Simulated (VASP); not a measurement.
# Lattice vibrations of Th2TeN2, part 2 of 3

Aim: the phonon dispersion and thermal properties of Th2TeN2. The start is a cell from a database of measured crystal structures.

VASP 6.6.1; PBEsol; plane waves and PAW (Th, Te, N).

So far. Step 2 (Relax the host): The run ended after 5 ionic steps, 0.225 eV below its first step, once the forces on the free atoms met EDIFFG = -0.02.

**3. Tight relaxation**

The cell keeps its measured volume, while shape and atoms relax. Force constants are second derivatives, so the residual forces must be far smaller than usual.

INCAR reads:

```
SYSTEM = Th2TeN2
PREC = Accurate
ENCUT = 480
EDIFF = 1E-08
NELM = 120
ISMEAR = 0
SIGMA = 0.05
LREAL = .FALSE.
ALGO = Fast
GGA = PS
NBANDS = 26
LASPH = .TRUE.
LORBIT = 11
LWAVE = .FALSE.
LCHARG = .FALSE.
KPAR = 2
NCORE = 4
IBRION = 1
NSW = 30
ISIF = 4
EDIFFG = -0.002
POTIM = 0.4
```

POSCAR reads:

```
Th2TeN2
1.0
   -2.0427981950      2.0427981950      6.5334766721
    2.0427981950     -2.0427981950      6.5334766721
    2.0427981950      2.0427981950     -6.5334766721
Th Te N
2 1 2
Direct
    0.3369033992      0.3369033992      0.0000000000
    0.6630966008      0.6630966008      0.0000000000
    0.0000000000      0.0000000000      0.0000000000
    0.2500000000      0.7500000000      0.5000000000
    0.7500000000      0.2500000000      0.5000000000
```

KPOINTS reads:

```
Automatic mesh
0
Gamma
9 9 9
0 0 0
```

Potentials, in the order of the species: Th, Te and N (PBE family, release 64).

Started as:

```
$ mpirun -np 8 vasp_std
```

What it wrote:

```text
[banner, memory and clock lines left out]
running    8 mpi-ranks, on    1 nodes
 distrk:  each k-point on    4 cores,    2 groups
 distr:  one band on    4 cores,    1 groups

 POSCAR found type information on POSCAR ThTeN
 POSCAR found :  3 types and       5 ions
 [... a notice as in an earlier step ...]

 LDA part: xc-table for (Slater+PW92), standard interpolation
 POSCAR, INCAR and KPOINTS ok, starting setup
 FFT: planning ... GRIDC
 FFT: planning ... GRID_SOFT
 FFT: planning ... GRID
 WAVECAR not read
 entering main loop
       N       E                     dE             d eps       ncg     rms          rms(c)
DAV:   1     0.431586970242E+03    0.43159E+03   -0.16095E+04  3900   0.133E+03
DAV:   2     0.220794200809E+02   -0.40951E+03   -0.40252E+03  5372   0.354E+02
DAV:   3    -0.517996660466E+02   -0.73879E+02   -0.69113E+02  5648   0.141E+02
DAV:   4    -0.565055877174E+02   -0.47059E+01   -0.46987E+01  6528   0.362E+01
DAV:   5    -0.566693251521E+02   -0.16374E+00   -0.16368E+00  6360   0.618E+00    0.586E+01
RMM:   6    -0.461285339375E+02    0.10541E+02   -0.56916E+01  4529   0.313E+01    0.479E+01
RMM:   7    -0.462640755388E+02   -0.13554E+00   -0.89777E+00  5125   0.158E+01    0.237E+01
RMM:   8    -0.462825188763E+02   -0.18443E-01   -0.17699E+00  5402   0.761E+00    0.260E+00
RMM:   9    -0.462844823388E+02   -0.19635E-02   -0.71782E-01  5878   0.376E+00    0.123E+00
RMM:  10    -0.462876286873E+02   -0.31463E-02   -0.18329E-01  5723   0.192E+00    0.712E-01
RMM:  11    -0.462926551277E+02   -0.50264E-02   -0.10159E-01  5937   0.126E+00    0.510E-01
RMM:  12    -0.462961044207E+02   -0.34493E-02   -0.38371E-02  5837   0.813E-01    0.285E-01
RMM:  13    -0.462977015571E+02   -0.15971E-02   -0.22108E-02  6323   0.604E-01    0.132E-01
RMM:  14    -0.462989771071E+02   -0.12756E-02   -0.13609E-02  6364   0.423E-01    0.627E-02
RMM:  15    -0.462997178630E+02   -0.74076E-03   -0.78136E-03  6400   0.333E-01    0.114E-01
RMM:  16    -0.463001914767E+02   -0.47361E-03   -0.51337E-03  6670   0.258E-01    0.337E-02
RMM:  17    -0.463004902729E+02   -0.29880E-03   -0.32007E-03  6537   0.208E-01    0.307E-02
RMM:  18    -0.463007161756E+02   -0.22590E-03   -0.24064E-03  6789   0.170E-01    0.451E-02
RMM:  19    -0.463008721580E+02   -0.15598E-03   -0.16432E-03  6293   0.148E-01    0.816E-02
RMM:  20    -0.463009889547E+02   -0.11680E-03   -0.12977E-03  6564   0.123E-01    0.831E-02
RMM:  21    -0.463010902960E+02   -0.10134E-03   -0.96022E-04  6184   0.112E-01    0.117E-01
RMM:  22    -0.463011695486E+02   -0.79253E-04   -0.77101E-04  6321   0.949E-02    0.138E-01
 num prob  num prob RMM:  23    -0.463012226474E+02   -0.53099E-04   -0.58263E-04  6663   0.803E-02    0.142E-01
RMM:  24    -0.463012652208E+02   -0.42573E-04   -0.47846E-04  6189   0.709E-02    0.137E-01
RMM:  25    -0.463012933706E+02   -0.28150E-04   -0.37222E-04  6010   0.651E-02    0.128E-01
RMM:  26    -0.463013098200E+02   -0.16449E-04   -0.31747E-04  5950   0.604E-02    0.109E-01
RMM:  27    -0.463013271538E+02   -0.17334E-04   -0.24279E-04  6124   0.511E-02    0.105E-01
 num prob  num prob  num prob  num prob  num prob  num prob  num prob  num prob  num prob  num prob  num prob WARNING in EDDRMM: call to ZHEGV failed, returncode =   6  3     19
 num prob  num prob  num prob  num prob  num prob  num prob  num prob  num prob  num prob  num prob  num prob  num prob  num prob  num prob  num prob  num prob  num prob WARNING in EDDRMM: call to ZHEGV failed, returncode =   6  3     19
 num prob  num prob  num prob  num prob  num prob  num prob  num prob WARNING in EDDRMM: call to ZHEGV failed, returncode =   8  4     16
 num prob  num prob  num prob  num prob  num prob  num prob  num prob  num prob  num prob  num prob  num prob  num prob  num prob  num prob  num prob  num prob  num prob  num prob  num prob  num prob  num prob  num prob  num prob  num prob  num prob  num prob  num prob  num prob  num prob RMM:  28    -0.463013464328E+02   -0.19279E-04   -0.20914E-04  6125   0.431E-02    0.107E-01
RMM:  29    -0.463013588599E+02   -0.12427E-04   -0.16523E-04  5953   0.398E-02    0.105E-01
RMM:  30    -0.463013678101E+02   -0.89502E-05   -0.14320E-04  5986   0.368E-02    0.100E-01
RMM:  31    -0.463013700194E+02   -0.22093E-05   -0.11576E-04  6480   0.383E-02    0.868E-02
RMM:  32    -0.463013786219E+02   -0.86025E-05   -0.98511E-05  6163   0.296E-02    0.887E-02
 num prob  num prob  num prob  num prob RMM:  33    -0.463013856722E+02   -0.70503E-05   -0.79443E-05  5937   0.257E-02    0.891E-02
 num prob  num prob  num prob  num prob  num prob  num prob  num prob  num prob  num prob  num prob  num prob  num prob  num prob  num prob  num prob  num prob  num prob  num prob  num prob  num prob  num prob  num prob  num prob  num prob  num prob  num prob  num prob  num prob  num prob  num prob  num prob  num prob RMM:  34    -0.463013911855E+02   -0.55133E-05   -0.68733E-05  5539   0.234E-02    0.879E-02
 num prob  num prob  num prob  num prob  num prob  num prob  num prob  num prob  num prob  num prob  num prob  num prob  num prob  num prob  num prob  num prob  num prob  num prob RMM:  35    -0.463013961754E+02   -0.49899E-05   -0.56629E-05  4665   0.211E-02    0.885E-02
 num prob  num prob  num prob  num prob  num prob  num prob  num prob  num prob  num prob  num prob  num prob  num prob  num prob  num prob  num prob  num prob  num prob  num prob  num prob  num prob  num prob  num prob  num prob  num prob  num prob  num prob  num prob  num prob  num prob  num prob  num prob  num prob RMM:  36    -0.463013997108E+02   -0.35354E-05   -0.48767E-05  5388   0.196E-02    0.862E-02
RMM:  37    -0.463014008182E+02   -0.11074E-05   -0.41354E-05  6559   0.211E-02    0.794E-02
 num prob  num prob  num prob WARNING in EDDRMM: call to ZHEGV failed, returncode =   6  3     12
 num prob  num prob RMM:  38    -0.463014040624E+02   -0.32442E-05   -0.34982E-05  5705   0.169E-02    0.797E-02
 num prob  num prob  num prob  num prob  num prob  num prob  num prob  num prob  num prob  num prob  num prob  num prob  num prob  num prob  num prob  num prob  num prob  num prob  num prob  num prob  num prob  num prob  num prob  num prob  num prob  num prob  num prob  num prob  num prob  num prob  num prob  num prob  num prob  num prob  num prob  num prob  num prob  num prob  num prob  num prob  num prob  num prob  [...]
 num prob  num prob RMM:  39    -0.463014070502E+02   -0.29878E-05   -0.29278E-05  4458   0.148E-02    0.810E-02
RMM:  40    -0.463014078909E+02   -0.84075E-06   -0.25183E-05  5820   0.146E-02    0.782E-02
[...]
num prob  num prob  num prob  num prob  num prob  num prob  num prob  num prob  num prob  num prob  num prob  num prob  num prob  num prob  num prob  num prob  num prob  num prob  num prob  num prob  num prob  num prob  num prob  num prob  num prob  num prob  num prob  num prob  num prob  num prob  num prob  num prob  num prob  num prob  num prob  num prob  num prob  num prob  num prob  num prob  num prob  num prob  num prob  num prob  num prob  num prob  num prob  num prob  num prob  num prob  num prob  num prob  num prob  num prob  num prob  num prob  num prob  num prob  num prob RMM:  60    -0.463014117228E+02   -0.15720E-06   -0.10044E-06  3162   0.270E-03    0.486E-02
RMM:  61    -0.463014135694E+02   -0.18466E-05   -0.40147E-06  6792   0.111E-02    0.595E-02
RMM:  62    -0.463014134670E+02    0.10232E-06   -0.10840E-06  5693   0.444E-03    0.590E-02
 num prob  num prob  num prob  num prob  num prob  num prob  num prob  num prob  num prob  num prob  num prob RMM:  63    -0.463014135768E+02   -0.10973E-06   -0.78863E-07  3632   0.250E-03    0.592E-02
 num prob  num prob  num prob  num prob  num prob RMM:  64    -0.463014135691E+02    0.76798E-08   -0.61604E-07  3246   0.231E-03    0.579E-02
 num prob  num prob  num prob  num prob  num prob  num prob  num prob RMM:  65    -0.463014137689E+02   -0.19978E-06   -0.55522E-07  3141   0.197E-03    0.580E-02
RMM:  66    -0.463014142106E+02   -0.44169E-06   -0.74271E-06  6875   0.153E-02    0.632E-02
 num prob  num prob RMM:  67    -0.463014139738E+02    0.23680E-06   -0.74973E-07  5362   0.404E-03    0.631E-02
 num prob RMM:  68    -0.463014143857E+02   -0.41194E-06   -0.48729E-07  4850   0.274E-03    0.640E-02
 num prob  num prob  num prob  num prob  num prob  num prob  num prob  num prob  num prob  num prob  num prob  num prob  num prob  num prob  num prob  num prob  num prob  num prob  num prob  num prob  num prob  num prob  num prob  num prob  num prob  num prob  num prob  num prob  num prob  num prob  num prob  num prob  num prob  num prob  num prob  num prob  num prob  num prob  num prob  num prob  num prob  num prob  num prob  num prob  num prob  num prob  num prob  num prob  num prob  num prob  num prob  num prob  num prob  num prob  num prob  num prob RMM:  69    -0.463014143980E+02   -0.12316E-07   -0.34441E-07  3197   0.182E-03    0.640E-02
 num prob  num prob  num prob  num prob  num prob  num prob  num prob  num prob  num prob RMM:  70    -0.463014144271E+02   -0.29033E-07   -0.30070E-07  3349   0.164E-03    0.637E-02
RMM:  71    -0.463014125932E+02    0.18338E-05   -0.30958E-06  6706   0.103E-02    0.479E-02
RMM:  72    -0.463014126833E+02   -0.90116E-07   -0.28542E-06  6597   0.836E-03    0.432E-02
RMM:  73    -0.463014135029E+02   -0.81961E-06   -0.15141E-06  6588   0.641E-03    0.385E-02
RMM:  74    -0.463014146312E+02   -0.11283E-05   -0.90898E-07  6478   0.491E-03    0.366E-02
 num prob  num prob  num prob  num prob  num prob  num prob  num prob  num prob RMM:  75    -0.463014151070E+02   -0.47581E-06   -0.25387E-07  5143   0.274E-03    0.342E-02
RMM:  76    -0.463014156635E+02   -0.55644E-06   -0.41572E-07  5850   0.322E-03    0.327E-02
 num prob  num prob  num prob  num prob  num prob  num prob  num prob RMM:  77    -0.463014156410E+02    0.22493E-07   -0.16431E-07  4355   0.205E-03    0.314E-02
RMM:  78    -0.463014153309E+02    0.31005E-06   -0.22413E-07  4769   0.252E-03    0.288E-02
 num prob  num prob  num prob  num prob RMM:  79    -0.463014149671E+02    0.36379E-06   -0.25066E-07  5108   0.248E-03    0.266E-02
RMM:  80    -0.463014143702E+02    0.59696E-06   -0.43717E-07  5737   0.315E-03    0.240E-02
RMM:  81    -0.463014132302E+02    0.11400E-05   -0.16121E-06  6568   0.643E-03    0.160E-02
RMM:  82    -0.463014124502E+02    0.78004E-06   -0.20308E-06  6581   0.713E-03    0.777E-03
RMM:  83    -0.463014122487E+02    0.20143E-06   -0.82145E-07  6032   0.442E-03    0.320E-03
RMM:  84    -0.463014122447E+02    0.40459E-08   -0.14665E-07  4704   0.196E-03    0.193E-03
 num prob RMM:  85    -0.463014122444E+02    0.29650E-09   -0.29917E-08  2685   0.958E-04
   1 F= -.46301412E+02 E0= -.46301412E+02  d E =-.463014E+02
 BRION: g(F)=  0.357E-04 g(S)=  0.170E-04
 bond charge predicted
       N       E                     dE             d eps       ncg     rms          rms(c)
DAV:   1    -0.463014442958E+02   -0.32051E-04   -0.39919E-03  4672   0.383E-01    0.677E-02
RMM:   2    -0.463014370496E+02    0.72462E-05   -0.28404E-04  4136   0.116E-01    0.271E-02
RMM:   3    -0.463014417155E+02   -0.46659E-05   -0.13287E-04  4784   0.571E-02    0.264E-02
RMM:   4    -0.463014433996E+02   -0.16841E-05   -0.20726E-05  5328   0.261E-02    0.248E-02
RMM:   5    -0.463014419598E+02    0.14398E-05   -0.49310E-06  4628   0.117E-02    0.117E-02
RMM:   6    -0.463014428559E+02   -0.89608E-06   -0.71180E-06  4788   0.115E-02    0.863E-03
RMM:   7    -0.463014419428E+02    0.91310E-06   -0.32524E-06  4247   0.101E-02    0.182E-03
WARNING in EDDRMM: call to ZHEGV failed, returncode =   8  4     12
RMM:   8    -0.463014420683E+02   -0.12551E-06   -0.12781E-06  5335   0.481E-03    0.267E-03
 num prob WARNING in EDDRMM: call to ZHEGV failed, returncode =   6  3     18
WARNING in EDDRMM: call to ZHEGV failed, returncode =   8  4     19
 num prob RMM:   9    -0.463014420187E+02    0.49585E-07   -0.16382E-07  4805   0.229E-03    0.130E-03
 num prob  num prob  num prob  num prob  num prob  num prob RMM:  10    -0.463014420219E+02   -0.32064E-08   -0.15944E-07  4863   0.171E-03    0.519E-04
 num prob  num prob  num prob  num prob  num prob  num prob  num prob  num prob  num prob  num prob  num prob  num prob RMM:  11    -0.463014420162E+02    0.57657E-08   -0.28977E-08  3231   0.102E-03
   2 F= -.46301442E+02 E0= -.46301442E+02  d E =-.297718E-04
 BRION: g(F)=  0.377E-07 g(S)=  0.465E-05 retain N=  1 mean eig= 2.09
 eig:   2.090
 bond charge predicted
       N       E                     dE             d eps       ncg     rms          rms(c)
DAV:   1    -0.463014566277E+02   -0.14606E-04   -0.10306E-03  5248   0.247E-01    0.411E-02
RMM:   2    -0.463014481990E+02    0.84286E-05   -0.37528E-05  4328   0.516E-02    0.142E-02
RMM:   3    -0.463014461777E+02    0.20214E-05   -0.22676E-05  4996   0.241E-02    0.875E-03
RMM:   4    -0.463014461966E+02   -0.18931E-07   -0.48371E-06  5378   0.132E-02    0.733E-03
WARNING in EDDRMM: call to ZHEGV failed, returncode =   6  3     12
WARNING in EDDRMM: call to ZHEGV failed, returncode =   6  3     18
 num prob  num prob  num prob  num prob WARNING in EDDRMM: call to ZHEGV failed, returncode =   6  3     19
RMM:   5    -0.463014463215E+02   -0.12494E-06   -0.14981E-06  5650   0.587E-03    0.381E-03
RMM:   6    -0.463014462638E+02    0.57695E-07   -0.13766E-06  5557   0.523E-03    0.103E-03
 num prob  num prob  num prob WARNING in EDDRMM: call to ZHEGV failed, returncode =   6  3     16
 num prob  num prob  num prob  num prob  num prob  num prob  num prob  num prob  num prob  num prob  num prob  num prob  num prob  num prob  num prob  num prob  num prob  num prob  num prob  num prob  num prob  num prob  num prob  num prob  num prob  num prob  num prob  num prob  num prob  num prob  num prob  num prob  num prob  num prob  num prob  num prob  num prob  num prob  num prob  num prob  num prob  num prob  num prob  num prob  num prob  num prob  num prob  num prob  num prob  num prob  num prob  num prob  num prob RMM:   7    -0.463014462795E+02   -0.15632E-07   -0.22024E-07  4997   0.256E-03    0.684E-04
 num prob  num prob  num prob  num prob  num prob  num prob  num prob  num prob  num prob  num prob  num prob  num prob  num prob  num prob  num prob  num prob  num prob  num prob  num prob  num prob  num prob  num prob  num prob  num prob  num prob  num prob  num prob  num prob  num prob  num prob  num prob  num prob  num prob  num prob  num prob  num prob  num prob  num prob  num prob  num prob  num prob  num prob  [...]
   3 F= -.46301446E+02 E0= -.46301446E+02  d E =-.426433E-05
 BRION: g(F)=  0.117E-07 g(S)=  0.169E-07 retain N=  1 mean eig= 1.81
 eig:   1.806
 reached required accuracy - stopping structural energy minimisation
```

Run time: 11 min. Hardware: 8 MPI ranks of Intel Xeon Platinum 8488C (Sapphire Rapids), shared host; peak memory 2.4 GiB; 86 min of CPU time.

From OUTCAR (step 3):

```text
  LATTYP: Found a body centered tetragonal cell.
 ALAT       =     4.0855963900
 C/A-ratio  =     3.1982976527

The static configuration has the point symmetry D_4h.

 Found     75 irreducible k-points:

   k-points           NKPTS =     75   k-points in BZ     NKDIM =     75   number of bands    NBANDS=     26

   ENCUT  =  480.0 eV  35.28 Ry    5.94 a.u.  12.76 12.76 12.76*2*pi/ulx,y,z

   NELECT =      40.0000    total number of electrons

 E-fermi :   6.5042

 k-point     1 :       0.0000    0.0000    0.0000
  band No.  band energies     occupation
    ...
     16       4.3226      2.00000
     17       4.3226      2.00000
     18       5.4911      2.00000
     19       6.2690      2.00000
     20       6.2690      2.00000
     21       7.8187      0.00000
     22       8.7783      0.00000
     23       8.8781      0.00000
     24       8.9898      0.00000
     25       9.2208      0.00000
    ...

 k-point     2 :       0.1111    0.0000    0.0000
  band No.  band energies     occupation
    ...
     16       4.2395      2.00000
     17       4.4709      2.00000
     18       5.4125      2.00000
     19       5.6444      2.00000
     20       6.2360      2.00000
     21       7.9993      0.00000
     22       8.8295      0.00000
     23       9.0516      0.00000
     24       9.1443      0.00000
     25       9.5379      0.00000
    ...

  Total       -1.2526812     -1.2526812     -1.2508706      0.0000000      0.0000000      0.0000000
  in kB      -18.4033079    -18.4033079    -18.3767069      0.0000000      0.0000000      0.0000000
  external PRESSURE =     -18.3944409 kB  Pullay stress =       0.0000000 kB

  energy-cutoff  :      480.00
  volume of cell :      109.06
      direct lattice vectors                 reciprocal lattice vectors
    -2.042228202  2.042228202  6.537124212     0.000000000  0.244830622  0.076486232
     2.042228202 -2.042228202  6.537124212     0.244830622  0.000000000  0.076486232
     2.042228202  2.042228202 -6.537124212     0.244830622  0.244830622  0.000000000

 POSITION                                       TOTAL-FORCE (eV/Angst)
 -----------------------------------------------------------------------------------
      0.00000      0.00000      4.40554         0.000000      0.000000      0.000389
     -0.00000     -0.00000      8.66871         0.000000      0.000000     -0.000389
     -0.00000     -0.00000     -0.00000        -0.000000     -0.000000     -0.000000
      2.04223      0.00000      3.26856        -0.000000     -0.000000      0.000000
      0.00000      2.04223      3.26856        -0.000000     -0.000000      0.000000
 -----------------------------------------------------------------------------------
    total drift:                               -0.000000     -0.000000      0.000000

  FREE ENERGIE OF THE ION-ELECTRON SYSTEM (eV)
  ---------------------------------------------------
  free  energy   TOTEN  =       -46.3014462805 eV

  energy  without entropy=      -46.3014462805  energy(sigma->0) =      -46.30144628

 total charge
# of ion       s       p       d       f       tot
--------------------------------------------------
    1        2.127   5.843   1.068   0.560   9.598
    2        2.127   5.843   1.068   0.560   9.598
    3        1.349   2.074   0.012   0.000   3.435
    4        1.269   2.465   0.000   0.000   3.734
    5        1.269   2.465   0.000   0.000   3.734
--------------------------------------------------
tot          8.141  18.691   2.148   1.120  30.099

[... 3 parts as in an earlier step ...]

[... 7 further parts left out ...]
```

Little changed from the start: no atom moved by 0.005 Å and no cell edge by 0.1 %.

This step gave:

| Item | Value |
| --- | --- |
| electronic cycles | 104 |
| Fermi energy | 6.504 eV |
| pressure | -1.839 GPa |
| gap on the k-mesh | 1.550 eV |
| least direct gap on the k-mesh | 1.550 eV |

The run ended after 3 ionic steps, 0.000 eV below its first step, once the forces on the free atoms met EDIFFG = -0.002.

(Part 2 of 3 ends here.)

[Lines on the potential files, build, host, timing and source positions are cut from VASP's logs without a mark.]

[Logs are printed without paths, hosts, clocks, repeated set-up lines and the standing remarks that a program may print on its own settings, such as how far it seeks lower states.]

[Hosts, paths, dates, database ids (printed as entryN), source tags and the programs' standing remarks are cut or masked in the printed files.]

[Runs that stopped without an error message from VASP are left out.]
